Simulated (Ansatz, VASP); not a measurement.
## HfO2: VASP beside Ansatz

```xyz
6
Lattice="3.5760 0.0000 0.0000 0.0000 3.5760 0.0000 0.0000 0.0000 5.2042" Properties=species:S:1:pos:R:3 pbc="T T T"
Hf    1.7880    1.7880    2.6021
Hf    0.0000    0.0000    0.0000
O     0.0000    1.7880    3.6248
O     1.7880    0.0000    4.1816
O     1.7880    0.0000    1.5795
O     0.0000    1.7880    1.0226
```

Alike in both runs: functional r2SCAN; k mesh 6 × 6 × 4; occupations gaussian, width 0.1 eV; no spin polarisation.

Ansatz relaxed the structure, and its values are those at the end. VASP's run is a single point on that final structure, the one shown.

```csv
,VASP,Ansatz
version,VASP 6.6.1,Ansatz 0.2.0
potentials or method,"VASP PAW PBE potentials, release 64 (Hf_pv, O)","scalar-relativistic, plane waves, PAW"
plane-wave cutoff (eV),520,500
valence electrons in the cell,44,76
```

Ansatz gave:

```
gap on the k mesh at the Fermi level (eV) : 5.26
least direct gap on the mesh (eV)         : 5.33
pressure (GPa)                            : -0.1
rms of the force components (eV/Å)        : 0.005
```

Q: Which values does VASP return?

A: gap on the k mesh at the Fermi level (eV): 5.24; least direct gap on the mesh (eV): 5.31; pressure (GPa): -3.6; rms of the force components (eV/Å): 0.037.

The functional is the same, so the differences come from potentials, cutoffs and numerics. The two sets of potentials don't hold the same shells in valence.

Caveats: the PAW data sets were made with another functional, which shifts forces and pressure a little (VASP); spin-orbit coupling is left out, which moves the levels of the heavy elements. r2SCAN opens gaps a little over a GGA but as a rule still falls short of measured ones. A k mesh can miss the band edges.
